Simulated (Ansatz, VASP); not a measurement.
**Two plane-wave programs on GaAs**

```
Ga As
1.0
     0.00000    2.82914    2.82914
     2.82914    0.00000    2.82914
     2.82914    2.82914    0.00000
Ga As
1 1
Direct
  0.00000 0.00000 0.00000
  0.75000 0.75000 0.75000
```

Alike in both runs: functional PBEsol; k mesh 12 × 12 × 12; occupations gaussian, width 0.02 eV; no spin polarisation.

Ansatz relaxed the structure, and its values are those at the end. VASP's run is a single point on that final structure, the one shown.

```csv
,VASP,Ansatz
version,VASP 6.6.1,Ansatz 0.2.0
potentials or method,"VASP PAW PBE potentials, release 64 (Ga_d, As)","scalar-relativistic, plane waves, PAW"
plane-wave cutoff (eV),520,420
valence electrons in the cell,18,28
```

|  | VASP | Ansatz | Ansatz less VASP |
| --- | --- | --- | --- |
| gap on the k mesh at the Fermi level (eV) | 0.44 | 0.42 | -0.014 |
| least direct gap on the mesh (eV) | 0.44 | 0.42 | -0.014 |
| pressure (GPa) | 0.2 | 0.0 | -0.16 |

The two sets of potentials don't hold the same shells in valence.

Caveats: the PAW data sets were made with another functional, which shifts forces and pressure a little (VASP). A k mesh can miss the band edges.
